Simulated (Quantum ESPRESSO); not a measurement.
Here is a Quantum ESPRESSO 7.5 calculation.

The input pw.in:

```
&CONTROL
  calculation = 'scf'
  prefix = 'pwscf'
  outdir = './tmp'
  pseudo_dir = './pseudo'
  tprnfor = .true.
  tstress = .true.
  disk_io = 'low'
/
&SYSTEM
  ibrav = 0
  nat = 2
  ntyp = 1
  ecutwfc = 70
  nbnd = 21
  occupations = 'smearing'
  smearing = 'fd'
  degauss = 0.00367493
/
&ELECTRONS
  conv_thr = 4d-10
  electron_maxstep = 120
  mixing_beta = 0.5
/
ATOMIC_SPECIES
Sn   118.7100 Sn_ONCV_PBE-1.2.upf
CELL_PARAMETERS angstrom
   0.0000000000    3.2333428000    3.2333428000
   3.2333428000    0.0000000000    3.2333428000
   3.2333428000    3.2333428000    0.0000000000
ATOMIC_POSITIONS crystal
Sn     0.7500000000    0.7500000000    0.7500000000
Sn     0.5000000000    0.5000000000    0.5000000000
K_POINTS automatic
7 7 7 0 0 0
```

bands.in

```
&CONTROL
  calculation = 'bands'
  prefix = 'pwscf'
  outdir = './tmp'
  pseudo_dir = './pseudo'
  disk_io = 'low'
  verbosity = 'high'
/
&SYSTEM
  ibrav = 0
  nat = 2
  ntyp = 1
  ecutwfc = 70
  nbnd = 21
  occupations = 'smearing'
  smearing = 'fd'
  degauss = 0.00367493
/
&ELECTRONS
  conv_thr = 1d-08
  electron_maxstep = 120
  mixing_beta = 0.5
  diago_full_acc = .true.
  startingwfc = 'random'
/
ATOMIC_SPECIES
Sn   118.7100 Sn_ONCV_PBE-1.2.upf
CELL_PARAMETERS angstrom
   0.0000000000    3.2333428000    3.2333428000
   3.2333428000    0.0000000000    3.2333428000
   3.2333428000    3.2333428000    0.0000000000
ATOMIC_POSITIONS crystal
Sn     0.7500000000    0.7500000000    0.7500000000
Sn     0.5000000000    0.5000000000    0.5000000000
K_POINTS crystal
60
 0.0000000000  0.0000000000  0.0000000000 1
 0.0625000000  0.0000000000  0.0625000000 1
 0.1250000000  0.0000000000  0.1250000000 1
 0.1875000000  0.0000000000  0.1875000000 1
 0.2500000000  0.0000000000  0.2500000000 1
 0.3125000000  0.0000000000  0.3125000000 1
 0.3750000000  0.0000000000  0.3750000000 1
 0.4375000000  0.0000000000  0.4375000000 1
 0.5000000000  0.0000000000  0.5000000000 1
 0.5000000000  0.0625000000  0.5625000000 1
 0.5000000000  0.1250000000  0.6250000000 1
 0.5000000000  0.1875000000  0.6875000000 1
 0.5000000000  0.2500000000  0.7500000000 1
 0.4375000000  0.3125000000  0.7500000000 1
 0.3750000000  0.3750000000  0.7500000000 1
 0.3375000000  0.3375000000  0.6750000000 1
 0.3000000000  0.3000000000  0.6000000000 1
 0.2625000000  0.2625000000  0.5250000000 1
 0.2250000000  0.2250000000  0.4500000000 1
 0.1875000000  0.1875000000  0.3750000000 1
 0.1500000000  0.1500000000  0.3000000000 1
 0.1125000000  0.1125000000  0.2250000000 1
 0.0750000000  0.0750000000  0.1500000000 1
 0.0375000000  0.0375000000  0.0750000000 1
 0.0000000000  0.0000000000  0.0000000000 1
 0.0625000000  0.0625000000  0.0625000000 1
 0.1250000000  0.1250000000  0.1250000000 1
 0.1875000000  0.1875000000  0.1875000000 1
 0.2500000000  0.2500000000  0.2500000000 1
 0.3125000000  0.3125000000  0.3125000000 1
 0.3750000000  0.3750000000  0.3750000000 1
 0.4375000000  0.4375000000  0.4375000000 1
 0.5000000000  0.5000000000  0.5000000000 1
 0.5250000000  0.4500000000  0.5250000000 1
 0.5500000000  0.4000000000  0.5500000000 1
 0.5750000000  0.3500000000  0.5750000000 1
 0.6000000000  0.3000000000  0.6000000000 1
 0.6250000000  0.2500000000  0.6250000000 1
 0.5833333333  0.2500000000  0.6666666667 1
 0.5416666667  0.2500000000  0.7083333333 1
 0.5000000000  0.2500000000  0.7500000000 1
 0.5000000000  0.2857142857  0.7142857143 1
 0.5000000000  0.3214285714  0.6785714286 1
 0.5000000000  0.3571428571  0.6428571429 1
 0.5000000000  0.3928571429  0.6071428571 1
 0.5000000000  0.4285714286  0.5714285714 1
 0.5000000000  0.4642857143  0.5357142857 1
 0.5000000000  0.5000000000  0.5000000000 1
 0.4821428571  0.4821428571  0.5357142857 1
 0.4642857143  0.4642857143  0.5714285714 1
 0.4464285714  0.4464285714  0.6071428571 1
 0.4285714286  0.4285714286  0.6428571429 1
 0.4107142857  0.4107142857  0.6785714286 1
 0.3928571429  0.3928571429  0.7142857143 1
 0.3750000000  0.3750000000  0.7500000000 1
 0.6250000000  0.2500000000  0.6250000000 1
 0.5937500000  0.1875000000  0.5937500000 1
 0.5625000000  0.1250000000  0.5625000000 1
 0.5312500000  0.0625000000  0.5312500000 1
 0.5000000000  0.0000000000  0.5000000000 1
```

Potentials or basis: SG15 PBE 1.2.

Run with:

```console
$ OMP_NUM_THREADS=1 pw.x -in pw.in > pw.out
$ OMP_NUM_THREADS=1 pw.x -in bands.in > bands.out
```

Estimate the band gap on the k mesh.

none (metal or under the smearing width).

Estimate the pressure.

3.8 GPa.

Levels at the corners of the path, in eV from the Fermi level:
| point | band 10 | band 11 | band 12 | band 13 | band 14 | band 15 | band 16 | band 17 | band 18 | band 19 |
| --- | --- | --- | --- | --- | --- | --- | --- | --- | --- | --- |
| Γ | -21.38 | -10.67 | -0.55 | 0.10 | 0.10 | 0.10 | 2.19 | 2.19 | 2.19 | 5.08 |
| X | -21.31 | -7.54 | -7.54 | -2.48 | -2.48 | 0.83 | 0.83 | 7.84 | 7.84 | 9.45 |
| W | -21.29 | -7.48 | -7.48 | -3.07 | -3.07 | 3.49 | 3.49 | 4.07 | 4.07 | 9.19 |
| K | -21.29 | -7.95 | -7.05 | -3.40 | -2.12 | 1.12 | 3.41 | 5.85 | 6.09 | 6.85 |
| Γ | -21.38 | -10.67 | -0.55 | 0.10 | 0.10 | 0.10 | 2.19 | 2.19 | 2.19 | 5.08 |
| L | -21.33 | -9.02 | -6.32 | -1.12 | -1.12 | 0.03 | 3.26 | 3.26 | 5.71 | 8.63 |
| U | -21.29 | -7.95 | -7.05 | -3.40 | -2.12 | 1.12 | 3.41 | 5.85 | 6.09 | 6.85 |
| W | -21.29 | -7.48 | -7.48 | -3.07 | -3.07 | 3.49 | 3.49 | 4.07 | 4.07 | 9.19 |
| L | -21.33 | -9.02 | -6.32 | -1.12 | -1.12 | 0.03 | 3.26 | 3.26 | 5.71 | 8.63 |
| K | -21.29 | -7.95 | -7.05 | -3.40 | -2.12 | 1.12 | 3.41 | 5.85 | 6.09 | 6.85 |
| U | -21.29 | -7.95 | -7.05 | -3.40 | -2.12 | 1.12 | 3.41 | 5.85 | 6.09 | 6.85 |
| X | -21.31 | -7.54 | -7.54 | -2.48 | -2.48 | 0.83 | 0.83 | 7.84 | 7.84 | 9.45 |

Caveat: spin-orbit coupling is left out, which moves the levels of the heavy elements.
